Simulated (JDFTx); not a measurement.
The system is ScAl3.

```
Sc Al
1.0
     4.08781    0.00000    0.00000
     0.00000    4.08781    0.00000
     0.00000    0.00000    4.08781
Sc Al
1 3
Cartesian
  0.0000 0.0000 0.0000
  2.0439 2.0439 0.0000
  0.0000 2.0439 2.0439
  2.0439 0.0000 2.0439
```

The cell is a database's computed one.

Base run:

| Property | Result |
| --- | --- |
| Program | JDFTx 1.7.0 (patched build) |
| Functional | PBE |
| Potentials or basis | PseudoDojo-SR-PBE-0.5-standard with smoothed tails |
| Cutoff | 1061 eV |
| Density cutoff | 8490 eV |
| k mesh | 7 × 7 × 7 |
| Occupations | fermi-dirac, width 0.05 eV |
| Spin | no spin polarisation |
| Hubbard terms | Sc d U = 1 eV |

Its results: band gap on the k mesh none (metal or under the smearing width); pressure 1.5 GPa.

Problem. The run is repeated on the same cell with these changes: hubbard terms from Sc d U = 1 eV to Sc d U = 3 eV. What comes out?

Solution. Band gap on the k mesh none (metal or under the smearing width); pressure 2.9 GPa.

Caveats: the empty levels aren't tightly converged; U without spin polarisation on a metal has little footing; the U is typed as a test and isn't derived for this compound.
